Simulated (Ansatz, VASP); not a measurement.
HfN in VASP and in Ansatz

The input INCAR:

```
PREC = Accurate
ENCUT = 600
EDIFF = 1E-6
ISMEAR = 1
SIGMA = 0.1
LREAL = False
LASPH = True
NELM = 80
ALGO = Normal
ISIF = 3
LWAVE = False
LCHARG = False
GGA = B5
ALDAX = 1.0
AGGAX = 1.0
AGGAC = 1.0
ALDAC = 0.0
IVDW = 12
VDW_S6 = 1.0
VDW_S8 = 2.6996
VDW_A1 = 0.4298
VDW_A2 = 4.2359
IBRION = 2
NSW = 80
EDIFFG = -0.01
```

File KPOINTS:

```
regular mesh
0
Gamma
  11 11 11
```

Contents of POSCAR:

```
HfN
1.0
    0.0000000000      2.4548220000      2.4548220000
    2.4548220000      0.0000000000      2.4548220000
    2.4548220000      2.4548220000      0.0000000000
Hf N
1 1
Direct
    0.0000000000      0.0000000000      0.0000000000
    0.7500000000      0.7500000000      0.7500000000
```

Input for Ansatz:

```yaml
crystal:
  lattice:
    - [0.0, 2.454822, 2.454822]
    - [2.454822, 0.0, 2.454822]
    - [2.454822, 2.454822, 0.0]
  atoms:
    - { symbol: Hf, position: [0.0, 0.0, 0.0] }
    - { symbol: "N", position: [0.75, 0.75, 0.75] }
basis:
  ecutwfc: 476.19925930478996
kpoints:
  mp_grid:
    grid: [11, 11, 11]
hamiltonian:
  xc: blyp
  dispersion: d3bj
scf:
  occupations:
    method: cold
relax:
  cell: {}
```

The cell comes from a database or a generator and needn't be the stable form of this composition.

Alike in both runs: task relaxation of cell and atoms; functional BLYP; dispersion D3(BJ); k mesh 11 × 11 × 11; no spin polarisation.

```csv
,VASP,Ansatz
version,VASP 6.6.1,Ansatz 0.2.0
potentials or method,"VASP PAW PBE potentials, release 64 (Hf_pv, N)","plane waves, PAW"
plane-wave cutoff (eV),600,476
occupations,"methfessel-paxton of order 1, width 0.1 eV",cold
valence electrons in the cell,15,31
```

```tsv
	VASP	Ansatz	Ansatz less VASP
relaxed volume (Å³/atom)	14.60	14.64	+0.041
relaxed cell length with the largest relative difference (Å)	3.456	3.460	+0.0033
energy change over the relaxation (meV/atom)	-2	-1	+0.6
```

The two sets of potentials don't hold the same shells in valence.

Caveats: the PAW data sets were made with another functional, which shifts forces and pressure a little (VASP); pairwise dispersion overbinds metals, which lowers pressure and volume. The runs have no spin-orbit coupling, so splittings on Hf are missing.
